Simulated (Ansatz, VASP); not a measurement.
## One calculation of W, two programs

Contents of INCAR:

```
SYSTEM = W
PREC     = Accurate       ! precision mode
ENCUT    = 520            ! plane-wave cutoff, eV
EDIFF    = 1E-7           ! SCF threshold, eV
ISMEAR   = 0              ! smearing method
SIGMA    = 0.15           ! smearing width, eV
LREAL    = .FALSE.        ! projectors in reciprocal space
LASPH    = .TRUE.         ! aspherical terms in the spheres
NELM     = 60             ! most SCF steps
ALGO     = Fast           ! electronic algorithm
ISIF     = 2              ! what is computed and relaxed
LWAVE    = .FALSE.        ! write WAVECAR
LCHARG   = .TRUE.         ! write CHGCAR
GGA      = PS             ! functional
LELF     = .TRUE.         ! ELF
LVHAR    = .TRUE.       
NBANDS   = 13             ! bands
```

Contents of KPOINTS:

```
regular mesh
0
G
  20 20 20
  0 0 0
```

File POSCAR:

```
W
1.0
    0.0000000000      2.0909000000      1.9995500000
    2.0909000000      0.0000000000      1.9995500000
    2.0909000000      2.0909000000      0.0000000000
W
1
Direct
    0.0000000000      0.0000000000      0.0000000000
```

Input for Ansatz:

```yaml
crystal:
  lattice:
    - [0.0, 2.0909, 1.99955]
    - [2.0909, 0.0, 1.99955]
    - [2.0909, 2.0909, 0.0]
  atoms:
    - { symbol: W, position: [0.0, 0.0, 0.0] }
basis:
  ecutwfc: 420
kpoints:
  mp_grid: { grid: [20, 20, 20] }
hamiltonian:
  xc: pbesol
scf:
  occupations: { method: gaussian, width: 0.15 }
output:
  forces: true
  stress: true
  eigenvalues: true
```

Change from the starting cell: strain +0.030 along x and y, -0.015 along z, atoms carried along.

Alike in both runs: task single point; functional PBEsol; k mesh 20 × 20 × 20; occupations gaussian, width 0.15 eV; no spin polarisation.

|  | VASP | Ansatz |
| --- | --- | --- |
| version | VASP 6.6.1 | Ansatz 0.2.0 |
| potentials or method | VASP PAW PBE potentials, release 64 (W_sv) | scalar-relativistic, plane waves, PAW |
| plane-wave cutoff (eV) | 520 | 420 |
| valence electrons in the cell | 14 | 14 |

|  | VASP | Ansatz | Ansatz less VASP |
| --- | --- | --- | --- |
| gap on the k mesh at the Fermi level (eV) | none | none | - |
| pressure (GPa) | -22.4 | -22.7 | -0.31 |
| largest component of the traceless stress (GPa) | 8.42 | 8.40 | -0.025 |

A gap of «none» marks a metal or a gap that the smearing closes.

Caveats: so large a pressure means that the cell lies far from this level's equilibrium, or that cutoff or potentials fall short (VASP); the potentials were made for another functional, which shifts forces and pressure (VASP). The runs have no spin-orbit coupling, so splittings on W are missing.
